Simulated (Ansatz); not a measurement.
# Re: strong compression

An exercise on one series of results from a longer session: the logs are not shown, and one member is left open.

Method: DFT PBE, with the methods named in each step, in Ansatz 0.2.0.

7 further runs of the same task are left out: 7 that didn't finish.

## The system as given

Symmetry: I4_1/amd, No. 141, tetragonal system. The conventional cell has a = 4.821 Å, b = 4.821 Å, c = 2.651 Å, α = 90.00°, β = 90.00°, γ = 90.00°. Around Re (site symmetry -4m2) lie 6 Re at 2.50 to 2.65 Å.

Structure file:

```xyz
2
Lattice="-2.4103 2.4103 1.3257 2.4103 -2.4103 1.3257 2.4103 2.4103 -1.3257" Properties=species:S:1:pos:R:3 pbc="T T T"
Re    0.0000   -1.2052   -0.3314
Re    0.0000    1.2052    0.3314
```

Whether this phase is the stable one at these pressures isn't tested.

Atoms are numbered in the order of the input: Re1, Re2.

The first run:

Input file input.yaml:

```yaml
crystal:
  lattice:
    - [-2.4103326608, 2.4103326608, 1.3256829634]
    - [2.4103326608, -2.4103326608, 1.3256829634]
    - [2.4103326608, 2.4103326608, -1.3256829634]
  atoms:
    - { symbol: Re, position: [-0.375, -0.125, -0.25] }
    - { symbol: Re, position: [0.375, 0.125, 0.25] }
kpoints:
  mp_grid: { grid: [18, 18, 18] }
scf:
  occupations: { method: fermi_dirac, width: 0.1 }
hamiltonian:
  xc: pbe
  pseudopotentials: { kind: paw }
output:
  forces: true
  stress: true
relax:
  f_tol: 0.005
  max_steps: 40
  cell: {}
```

Run with:

```
ansatz run input.yaml --threads 1 --pin off --max-ram 2048MiB --backend cpu --events-out ev --progress --plain --runs-dir out
```

Steps of the session up to this table: Cell relaxed at zero pressure, PAW; More of the same log: cell relaxed at zero pressure; Volume scaled by 1, PAW; Shape and atoms relaxed at 0.95 of the volume, PAW; Volume scaled by 0.95, PAW; Shape and atoms relaxed at 0.85 of the volume, PAW; Volume scaled by 0.85, PAW; Shape and atoms relaxed at 0.75 of the volume, PAW; Volume scaled by 0.75, PAW; Shape and atoms relaxed at 0.65 of the volume, PAW; Volume scaled by 0.65, PAW; Shape and atoms relaxed at 0.55 of the volume, PAW; Volume scaled by 0.55, PAW; Shape and atoms relaxed at 0.45 of the volume, PAW; Volume scaled by 0.45, PAW; Volume scaled by 0.45, PAW (level accurate); Shape and atoms relaxed at 0.4 of the volume, PAW; Volume scaled by 0.4, PAW; Volume scaled by 0.4, PAW (cutoff 600 eV).

One of the session's tables, all rows but one given; the rest of the session is left out.

```
              method  volume over the first  volume (Å³/atom)  pressure (GPa)
                 PAW                      1            16.517            0.00
                 PAW                   0.95            15.691           16.40
                 PAW                   0.85            14.039           66.12
                 PAW                   0.75            12.388          152.62
                 PAW                   0.65                 ?               ?
                 PAW                   0.55             9.084          600.63
                 PAW                   0.45             7.433         1213.52
                 PAW                    0.4             6.607         1784.76
 PAW (cutoff 600 eV)                    0.4             6.607         1784.38
PAW (level accurate)                   0.45             7.433         1204.63
```

**Question.** Estimate the row for PAW, 0.65.

As computed: volume (Å³/atom): 10.736; pressure (GPa): 307.35. In the column «volume (Å³/atom)» it lies between PAW, 0.55 (9.084) and PAW, 0.75 (12.388).
